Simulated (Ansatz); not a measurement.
# CO2: the cost of one run

Method: DFT PBE, scalar-relativistic, plane waves, PAW, in Ansatz 0.2.0.

## (1) Starting point

It takes space group Cmce (No. 64, orthorhombic). Conventional cell: a = 5.272 Å, b = 4.775 Å, c = 6.587 Å, α = 90.00°, β = 90.00°, γ = 90.00°. C (site symmetry 2/m) is surrounded by 2 O at 1.17 Å. O (site symmetry m) has 1 C at 1.17 Å as nearest neighbours.

Coordinates:

```cif
data_structure
_symmetry_space_group_name_H-M 'Cmce'
_symmetry_Int_Tables_number 64
_cell_length_a 5.2718
_cell_length_b 4.7748
_cell_length_c 6.5872
_cell_angle_alpha 90.000
_cell_angle_beta 90.000
_cell_angle_gamma 90.000
_cell_volume 165.81
loop_
_atom_site_label
_atom_site_type_symbol
_atom_site_symmetry_multiplicity
_atom_site_Wyckoff_symbol
_atom_site_fract_x
_atom_site_fract_y
_atom_site_fract_z
_atom_site_occupancy
C1 C 4 a 0.00000 0.00000 0.00000 1
O1 O 8 f 0.50000 0.69349 0.89184 1
```

The structure comes from the Materials Project (structure only).

## (2) A distortion that keeps the symmetry

What differs from the listed cell: strain xx, yy, zz, yz, xz, xy = +0.2, +0.5, -1.1, +0.0, +0.0, +0.0 %; atoms moved by 0.10 Å root mean square, at most 0.12 Å.

Contents of input.yaml:

```yaml
crystal:
  lattice:
    - [2.6412357707, -2.39981636, 0.0]
    - [2.6412357707, 2.39981636, 0.0]
    - [0.0, 0.0, 6.5121469878]
  atoms:
    - { symbol: C, position: [0.0, 0.0, 0.0] }
    - { symbol: C, position: [0.5, 0.5, 0.5] }
    - { symbol: O, position: [0.8095638994, 0.1904361006, 0.9103038892] }
    - { symbol: O, position: [0.1904361006, 0.8095638994, 0.0896961108] }
    - { symbol: O, position: [0.6904361006, 0.3095638994, 0.4103038892] }
    - { symbol: O, position: [0.3095638994, 0.6904361006, 0.5896961108] }
basis:
  ecutwfc: 420
kpoints:
  mp_grid: { grid: [6, 6, 4] }
hamiltonian:
  xc: pbe
scf:
  occupations: { method: gaussian, width: 0.02 }
output:
  forces: true
  stress: true
  eigenvalues: true
  populations: true
```

**Question.** How long does this run take on 1 thread of an Arm CPU, shared host, and how much memory does it need?

About 3.4 s, with a peak of 0.32 GiB.
